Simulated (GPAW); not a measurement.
# SnO (P4/nmm) in GPAW: convergence with smearing width (eV)

Aim: find how far smearing width (eV) must go before the results for SnO settle, at PBE. This setting moves, with any that are tied to it; all else stays.

All numbers are computed with GPAW 26.7.0; they aren't measurements. Logs are shortened: lines on timing, memory, paths and dates and some standing lists are left out, and cuts for length are marked. The log counts tension as positive stress, the text compression.

**1. The crystal as given**

Symmetry: P4/nmm, No. 129, tetragonal system. The conventional cell has a = 3.814 Å, b = 3.814 Å, c = 4.887 Å, α = 90.00°, β = 90.00°, γ = 90.00°. Sn (site symmetry 4mm) is surrounded by 4 O at 2.23 Å. O (site symmetry -4m2) has 4 Sn at 2.23 Å as nearest neighbours.

The cell is a database's computed one.

**2. With smearing width (eV) 0.5**

File run.py:

```python
from ase.dft.bandgap import bandgap
from ase.io import read, write
from ase.units import GPa
from gpaw import GPAW, PW

atoms = read('SnO.xyz')

calc = GPAW(mode=PW(800),
            xc='PBE',
            kpts={'size': (4, 4, 4), 'gamma': True},
            occupations={'name': 'methfessel-paxton', 'order': 0, 'width': 0.5},
            nbands=33,
            convergence={'density': 1e-05, 'energy': 1e-05},
            maxiter=100,
            txt='gpaw.txt')
atoms.calc = calc
energy = atoms.get_potential_energy()
forces = atoms.get_forces()
stress = atoms.get_stress()
calc.write('gs.gpw')
write('result.traj', atoms)
print(f'Energy: {energy:.6f} eV')
print('Forces (eV/A):')
print(forces.round(4))
print('Stress (GPa):', (stress / GPa).round(3))
print('Fermi level:', round(calc.get_fermi_level(), 4), 'eV')
print(f'Gap: {bandgap(calc)[0]:.4f} eV, direct: {bandgap(calc, direct=True)[0]:.4f} eV')
```

File SnO.xyz:

```xyz
4
Lattice="3.8136952200 0.0000000000 0.0000000000 0.0000000000 3.8136952200 0.0000000000 0.0000000000 0.0000000000 4.8869133000" Properties=species:S:1:pos:R:3 pbc="T T T"
Sn     1.9068476100      0.0000000000      3.7366616531
Sn     0.0000000000      1.9068476100      1.1502516469
O      0.0000000000      0.0000000000      0.0000000000
O      1.9068476100      1.9068476100      0.0000000000
```

Potentials or basis: GPAW PAW data sets (gpaw-data 1.2.1), pw.

Run with:

```
$ OMP_NUM_THREADS=1 python run.py
```

It took 36 s on 1 thread of Arm Neoverse V1, shared host; peak memory 0.21 GiB.

What came out:

- Free energy: -23.6137 eV
- Pressure: 2.7 GPa
- Largest force: 0.382 eV/Å
- Band gap on the k mesh: 0.16 eV, indirect (least direct gap 2.03 eV)

**3. With smearing width (eV) 0.3**

run.py: that of step 2 with these lines changed.

```diff
@@ -10,3 +10,3 @@
             kpts={'size': (4, 4, 4), 'gamma': True},
-            occupations={'name': 'methfessel-paxton', 'order': 0, 'width': 0.5},
+            occupations={'name': 'methfessel-paxton', 'order': 0, 'width': 0.3},
             nbands=33,
```

SnO.xyz is that of step 2.

Potentials or basis: GPAW PAW data sets (gpaw-data 1.2.1), pw.

Run with:

```
$ OMP_NUM_THREADS=1 python run.py
```

Wall time 36 s (1 thread of Arm Neoverse V1, shared host); peak memory 0.21 GiB.

What came out:

```
Free energy            : -23.6065 eV
Pressure               : 2.8 GPa
Largest force          : 0.366 eV/Å
Band gap on the k mesh : 0.16 eV, indirect (least direct gap 2.03 eV)
```

**4. With smearing width (eV) 0.2**

run.py: that of step 3 with these lines changed.

```diff
@@ -10,3 +10,3 @@
             kpts={'size': (4, 4, 4), 'gamma': True},
-            occupations={'name': 'methfessel-paxton', 'order': 0, 'width': 0.3},
+            occupations={'name': 'methfessel-paxton', 'order': 0, 'width': 0.2},
             nbands=33,
```

SnO.xyz is that of step 3.

Run with:

```
$ OMP_NUM_THREADS=1 python run.py
```

Wall time 37 s (1 thread of Arm Neoverse V1, shared host); peak memory 0.21 GiB.

Results (log left out):

| Item | Value |
| --- | --- |
| Free energy | -23.6042 eV |
| Pressure | 2.8 GPa |
| Largest force | 0.356 eV/Å |
| Band gap on the k mesh | 0.16 eV, indirect (least direct gap 2.03 eV) |

**5. With smearing width (eV) 0.15**

run.py: that of step 4 with these lines changed.

```diff
@@ -10,3 +10,3 @@
             kpts={'size': (4, 4, 4), 'gamma': True},
-            occupations={'name': 'methfessel-paxton', 'order': 0, 'width': 0.2},
+            occupations={'name': 'methfessel-paxton', 'order': 0, 'width': 0.15},
             nbands=33,
```

SnO.xyz is that of step 4.

Run with:

```
$ OMP_NUM_THREADS=1 python run.py
```

It took 36 s on 1 thread of Arm Neoverse V1, shared host; peak memory 0.21 GiB.

It converged, with:

```
Free energy            : -23.6032 eV
Pressure               : 2.8 GPa
Largest force          : 0.348 eV/Å
Band gap on the k mesh : 0.16 eV, indirect (least direct gap 2.03 eV)
```

**6. With smearing width (eV) 0.1**

run.py: that of step 5 with these lines changed.

```diff
@@ -10,3 +10,3 @@
             kpts={'size': (4, 4, 4), 'gamma': True},
-            occupations={'name': 'methfessel-paxton', 'order': 0, 'width': 0.15},
+            occupations={'name': 'methfessel-paxton', 'order': 0, 'width': 0.1},
             nbands=33,
```

SnO.xyz is that of step 5.

Potentials or basis: GPAW PAW data sets (gpaw-data 1.2.1), pw.

Run with:

```
$ OMP_NUM_THREADS=1 python run.py
```

It took 36 s on 1 thread of Arm Neoverse V1, shared host; peak memory 0.21 GiB.

The run converged. Its results:

```yaml
Free_energy: -23.6024 eV
Pressure: 2.9 GPa
Largest_force: 0.334 eV/Å
Band_gap_on_the_k_mesh: 0.15 eV, indirect (least direct gap 2.03 eV)
```

**7. With smearing width (eV) 0.05**

run.py: that of step 6 with these lines changed.

```diff
@@ -10,3 +10,3 @@
             kpts={'size': (4, 4, 4), 'gamma': True},
-            occupations={'name': 'methfessel-paxton', 'order': 0, 'width': 0.1},
+            occupations={'name': 'methfessel-paxton', 'order': 0, 'width': 0.05},
             nbands=33,
```

SnO.xyz is that of step 6.

Run with:

```
$ OMP_NUM_THREADS=1 python run.py
```

It took 36 s on 1 thread of Arm Neoverse V1, shared host; peak memory 0.21 GiB.

The run converged. Its results:

* Free energy: -23.6020 eV
* Pressure: 2.9 GPa
* Largest force: 0.316 eV/Å
* Band gap on the k mesh: 0.15 eV, indirect (least direct gap 2.03 eV)

**8. With smearing width (eV) 0.025**

run.py: that of step 7 with these lines changed.

```diff
@@ -10,3 +10,3 @@
             kpts={'size': (4, 4, 4), 'gamma': True},
-            occupations={'name': 'methfessel-paxton', 'order': 0, 'width': 0.05},
+            occupations={'name': 'methfessel-paxton', 'order': 0, 'width': 0.025},
             nbands=33,
```

SnO.xyz is that of step 7.

Run with:

```
$ OMP_NUM_THREADS=1 python run.py
```

Run time: 36 s. Hardware: 1 thread of Arm Neoverse V1, shared host; peak memory 0.21 GiB.

It converged, with:

* Free energy: -23.6020 eV
* Pressure: 2.9 GPa
* Largest force: 0.314 eV/Å
* Band gap on the k mesh: 0.15 eV, indirect (least direct gap 2.02 eV)

**9. With smearing width (eV) 0.01**

run.py: that of step 8 with these lines changed.

```diff
@@ -10,3 +10,3 @@
             kpts={'size': (4, 4, 4), 'gamma': True},
-            occupations={'name': 'methfessel-paxton', 'order': 0, 'width': 0.025},
+            occupations={'name': 'methfessel-paxton', 'order': 0, 'width': 0.01},
             nbands=33,
```

SnO.xyz is that of step 8.

Potentials or basis: GPAW PAW data sets (gpaw-data 1.2.1), pw.

Run with:

```
$ OMP_NUM_THREADS=1 python run.py
```

gpaw.txt:

```text
__  _  _
 | _ |_)|_||  |
 |__||  | ||/\| - 26.7.0

Input parameters:
  mode=PW(ecut=800.0),
  convergence={'density': 1e-05, 'energy': 1e-05},
  kpts=MonkhorstPack(size=(4, 4, 4), gamma=True),
  maxiter=100,
  nbands=33,
  occupations=Occupations(name='methfessel-paxton', order=0, width=0.01),
  xc=XC(name='PBE')

Diagonalizing LCAO Hamiltonian
Converting LCAO to pw mode
   .--------.
  /|        |
 * |        |
 | | Sn     |
 | |        |
 | |        |
 |Sn--------.
 |/    O   /
 O--------*

Atoms  # Å, Bohr magnetons
|   | symbol |        x |        y |        z |    initial magnetic moments |
|---|--------|----------|----------|----------|-----------------------------|
| 0 |     Sn | 1.906848 | 0.000000 | 3.736662 | ( 0.0000,  0.0000,  0.0000) |
| 1 |     Sn | 0.000000 | 1.906848 | 1.150252 | ( 0.0000,  0.0000,  0.0000) |
| 2 |      O | 0.000000 | 0.000000 | 0.000000 | ( 0.0000,  0.0000,  0.0000) |
| 3 |      O | 1.906848 | 1.906848 | 0.000000 | ( 0.0000,  0.0000,  0.0000) |

Unit cell  # Å
| periodic |        x |        y |        z |  lengths |    angles |
|----------|----------|----------|----------|----------|-----------|
|      yes | 3.813695 | 0.000000 | 0.000000 | 3.813695 | 90.000000 |
|      yes | 0.000000 | 3.813695 | 0.000000 | 3.813695 | 90.000000 |
|      yes | 0.000000 | 0.000000 | 4.886913 | 4.886913 | 90.000000 |

Number of symmetries: 8
Symmetry operations  # r_c * U_cc + t_c -> r_c
|   | kind |            matrix            |
|---|------|------------------------------|
| 0 |  E   |  1, 0, 0,  0, 1, 0,  0, 0, 1 |
| 1 |  σ   |  1, 0, 0,  0,-1, 0,  0, 0, 1 |
| 2 |  C2  |  0, 1, 0,  1, 0, 0,  0, 0,-1 |
| 3 |  S4  |  0, 1, 0, -1, 0, 0,  0, 0,-1 |
| 4 |  S4  |  0,-1, 0,  1, 0, 0,  0, 0,-1 |
| 5 |  C2  |  0,-1, 0, -1, 0, 0,  0, 0,-1 |
| 6 |  σ   | -1, 0, 0,  0, 1, 0,  0, 0, 1 |
| 7 |  C2  | -1, 0, 0,  0,-1, 0,  0, 0, 1 |

BZ-sampling:
  Number of BZ points: 64
  Number of IBZ points: 18

  Monkhorst-Pack size: [4, 4, 4]
  Monkhorst-Pack shift: [0.125, 0.125, 0.125]

[... 107 lines left out ...]

occupation numbers:
  Methfessel-Paxton:
    width: 0.0100  # eV
    order: 0

poisson solver:
  ecut: 6400.0  # eV

xc functional:
  name: PBE with 2 nearest neighbor stencil

convergence criteria:
- Maximum integral of absolute [dens]ity change: 1e-05 electrons / valence electron
- Maximum [total energy] change in last 3 cyles: 1e-05 eV / valence electron
- Maximum integral of absolute [eigenst]ate change: 4e-08 eV^2 / valence electron
maximum number of iterations: 100

SCF iterations
|iter     | |      energy | eigst |  dens |
|---------|-|-------------|-------|-------|
|iter:   1| |  -26.898213 | +0.10 |       |
|iter:   2| |  -25.847148 | -1.52 | -1.01 |
|iter:   3| |  -23.621354 | -0.95 | -1.07 |
|iter:   4| |  -23.600304 | -2.89 | -1.55 |
|iter:   5| |  -23.601268 | -3.01 | -1.78 |
|iter:   6| |  -23.601979 | -4.13 | -2.56 |
|iter:   7| |  -23.601929 | -4.75 | -3.07 |
|iter:   8| |  -23.601951c| -5.83 | -3.35 |
|iter:   9| |  -23.601954c| -6.71 | -3.84 |
|iter:  10| |  -23.601954c| -8.08c| -4.75 |
|iter:  11| |  -23.601954c| -8.17c| -5.16c|

Converged in 11 steps
Energy contributions relative to reference atoms: (reference = -340103.091216)

Energy contributions:
  Kinetic:          37.488669
  Coulomb:         -36.025720
  Zero:              0.223567
  External:          0.000000
  Xc:              -25.288471
  Entropy:          -0.000000
  Spinorbit:         0.000000
  ----------------------------
  Free energy:     -23.601954
  Extrapolated:    -23.601954

dipole moment: (-23.534188, -23.534188, -27.455831)  # |e|*Ang

Fermi level: 6.771
Eigenvalues  # (at kpt = [0.000, 0.000, 0.000])
| band index |      eig [eV] | occ [0-2] |
|------------|---------------|-----------|
|          0 |       -15.340 |     2.000 |
|        ... |               |           |
|         12 |        -0.995 |     2.000 |
|         13 |         0.073 |     2.000 |
|         14 |         0.389 |     2.000 |
|         15 |         0.389 |     2.000 |
|         16 |         3.174 |     2.000 |
|         17 |         3.463 |     2.000 |
[... 8 lines left out ...]
|         26 |        13.451 |     0.000 |
|         27 |        13.890 |     0.000 |
|        ... |               |           |
|         32 |        22.195 |     0.000 |

Gap: 0.152 eV
Transition (v -> c):
  (s=0, k=0, n=19, [0.00, 0.00, 0.00]) -> (s=0, k=15, n=20, [0.50, 0.50, 0.00])
Direct/indirect transitions are different
Direct gap: 2.025 eV
Transition at: (s=0, k=15, n=19, [0.50, 0.50, 0.00])

Forces  # eV/Ang
|       x |       y |        z |
|---------|---------|----------|
| 0.00000 | 0.00000 | -0.31415 |  # Sn   0
| 0.00000 | 0.00000 |  0.31415 |  # Sn   1
| 0.00000 | 0.00000 |  0.00000 |  # O    2
| 0.00000 | 0.00000 |  0.00000 |  # O    3

Stress tensor  # eV/Ang^3
|         x |         y |         z |
|-----------|-----------|-----------|
| -0.019403 |  0.000000 |  0.000000 |
|  0.000000 | -0.019403 |  0.000000 |
|  0.000000 |  0.000000 | -0.015865 |

# Writing to gs.gpw (mode='')
```

It took 36 s on 1 thread of Arm Neoverse V1, shared host; peak memory 0.21 GiB.

What came out:

- Free energy: -23.6020 eV
- Pressure: 2.9 GPa
- Largest force: 0.314 eV/Å
- Band gap on the k mesh: 0.15 eV, indirect (least direct gap 2.02 eV)

**10. Summary**

| smearing width (eV) | energy less the tightest run, at zero smearing (meV/atom) | pressure (GPa) | largest force (eV/Å) | gap on the mesh (eV) | SCF cycles | CPU time (s) | peak memory (GiB) |
| --- | --- | --- | --- | --- | --- | --- | --- |
| 0.5 | 0.04 | 2.74 | 0.382 | 0.161 | 11 | 36 | 0.21 |
| 0.3 | -0.17 | 2.79 | 0.366 | 0.159 | 11 | 36 | 0.21 |
| 0.2 | -0.04 | 2.82 | 0.356 | 0.158 | 11 | 37 | 0.21 |
| 0.15 | 0.03 | 2.84 | 0.348 | 0.157 | 11 | 36 | 0.21 |
| 0.1 | 0.06 | 2.87 | 0.334 | 0.155 | 11 | 36 | 0.21 |
| 0.05 | 0.01 | 2.91 | 0.316 | 0.153 | 11 | 36 | 0.21 |
| 0.025 | 0.00 | 2.92 | 0.314 | 0.152 | 11 | 36 | 0.21 |
| 0.01 | 0.00 | 2.92 | 0.314 | 0.152 | 11 | 36 | 0.21 |

Against the tightest run, the energy stays within 1 meV/atom from 0.5 on; the pressure stays within 0.1 GPa from 0.15 on; the largest force stays within 0.005 eV/Å from 0.05 on; the gap on the mesh stays within 0.01 eV from 0.5 on. The tightest run that finished is the yardstick and may itself not be fully converged.

Caveats: spin-orbit coupling is left out, which moves the levels of the heavy elements.
